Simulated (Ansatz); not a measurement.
# Lu (omega type): how the settings move a single-point run

How sensitive is a single-point run of Lu (omega type) to its settings? A reference run comes first, then one run with altered input.

Method: reference: DFT, PBE, PAW with Ansatz's default frozen-core files, scalar-relativistic, in Ansatz 0.2.0.

2 further runs of the same task are left out: 2 that didn't finish.

## (1) Starting point

The structure is hexagonal, space group P6/mmm (No. 191). Conventional cell: a = 4.199 Å, b = 4.199 Å, c = 2.456 Å, α = 90.00°, β = 90.00°, γ = 120.00°. Around Lu (site symmetry 6/mmm) lie 14 Lu at 2.46 to 2.72 Å. Lu (site symmetry -6m2) is surrounded by 11 Lu at 2.42 to 2.72 Å.

As a file:

```cif
data_structure
_symmetry_space_group_name_H-M 'P 1'
_symmetry_Int_Tables_number 1
_cell_length_a 4.1988
_cell_length_b 4.1988
_cell_length_c 2.4565
_cell_angle_alpha 90.000
_cell_angle_beta 90.000
_cell_angle_gamma 120.000
_cell_volume 37.51
loop_
_atom_site_label
_atom_site_type_symbol
_atom_site_fract_x
_atom_site_fract_y
_atom_site_fract_z
_atom_site_occupancy
Lu1 Lu 0.00000 0.00000 0.00000 1
Lu2 Lu 0.33333 0.66667 0.50000 1
Lu3 Lu 0.66667 0.33333 0.50000 1
```

## (2) Reference

The input, input.yaml:

```yaml
crystal:
  lattice:
    - [4.1988055768, 0.0, 0.0]
    - [-2.0994027884, 3.6362722951, 0.0]
    - [0.0, 0.0, 2.4564844826]
  atoms:
    - { symbol: Lu, position: [0.0, 0.0, 0.0] }
    - { symbol: Lu, position: [0.3333333333, 0.6666666667, 0.5] }
    - { symbol: Lu, position: [0.6666666667, 0.3333333333, 0.5] }
kpoints:
  mp_grid: { grid: [7, 7, 10] }
scf:
  occupations: { method: fermi_dirac, width: 0.1 }
hamiltonian:
  xc: pbe
  pseudopotentials: { kind: paw, partial_waves: polarizable }
output:
  forces: true
  stress: true
  eigenvalues: true
  write_density: true
  write_potential: true
  elf: true
  volumetric_format: npy
```

The run is started by

```sh
$ ansatz run input.yaml --threads 1 --pin off --max-ram 3072MiB --backend cpu --events-out ev --progress --plain --runs-dir out
```

## (3) Changing settings: starting moments, n_extra_bands 4, spin_polarized true

The input, input.yaml:

```yaml
crystal:
  lattice:
    - [4.1988055768, 0.0, 0.0]
    - [-2.0994027884, 3.6362722951, 0.0]
    - [0.0, 0.0, 2.4564844826]
  atoms:
    - { symbol: Lu, position: [0.0, 0.0, 0.0], spin: 0.2 }
    - { symbol: Lu, position: [0.3333333333, 0.6666666667, 0.5], spin: 0.2 }
    - { symbol: Lu, position: [0.6666666667, 0.3333333333, 0.5], spin: 0.2 }
kpoints:
  mp_grid: { grid: [7, 7, 10] }
scf:
  occupations: { method: fermi_dirac, width: 0.1 }
  n_extra_bands: 4
hamiltonian:
  xc: pbe
  pseudopotentials: { kind: paw, partial_waves: polarizable }
output:
  forces: true
  stress: true
  eigenvalues: true
  write_density: true
  write_potential: true
  elf: true
  volumetric_format: npy
magnetization:
  spin_polarized: true
```

Before running it: what results should come out? Wanted: for each run, ending; energy change; pressure; gap; force.

**Answer**, as computed:

| run | ending | energy change | pressure (GPa) | gap (eV) | force (eV/Å) | cycles | time |
| --- | --- | --- | --- | --- | --- | --- | --- |
| reference | converged | 0 | 160.9 | 0.00 | 0.00 | 9 | 12 s |
| 1: starting moments, n_extra_bands 4, spin_polarized true | converged | 0.0 meV/atom | 160.9 | 0.00 | 0.00 | 12 | 27 s |

Residual by cycle in the longest SCF loop of each run; runs are numbered as in the table. The quantity is the density residual dr2, in eV.

```csv
cycle,reference,run 1
1,0.0682,3.84
2,0.0189,0.551
3,0.0131,0.481
4,5.3e-4,0.0152
5,1.1e-4,0.0278
6,8.7e-5,0.005
7,5.8e-6,3.6e-5
8,6.1e-7,1.6e-5
9,2.1e-8,1.2e-6
10,-,1.0e-7
11,-,2.0e-8
12,-,8.4e-10
```

What this shows: With the changed spin polarisation and band count the energy stays within 0.5 meV/atom: no moment survives, so both runs end on the same non-magnetic state. The structure is not at rest: the sound run finds 161 GPa, so these are no properties of the relaxed crystal. 
